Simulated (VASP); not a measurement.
The system is PbSe (Clausthalite).

```
Pb Se
1.0
     0.00000    3.06065    3.06065
     3.06065    0.00000    3.06065
     3.06065    3.06065    0.00000
Pb Se
1 1
Direct
  0.00000 0.00000 0.00000
  0.50000 0.50000 0.50000
```

Base run:

```yaml
Program: VASP 6.6.1
Functional: HSE03
Potentials_or_basis: VASP PAW PBE potentials, release 64 (Pb_d, Se)
Cutoff: 520 eV
k_mesh: 6 × 6 × 6
Occupations: gaussian, width 0.02 eV
Spin: no spin polarisation
```

Its results: band gap on the k mesh 0.58 eV, direct; pressure 1.3 GPa.

Question: The run is repeated on the same cell with these changes: functional from HSE03 to r2SCAN-EpsX. What comes out?

Answer: Band gap on the k mesh 0.68 eV, direct; pressure 1.4 GPa.

Caveats: the PAW data sets were made with another functional, which shifts forces and pressure a little; spin-orbit coupling is left out, which as a rule narrows the gap of such compounds by several tenths of an eV.
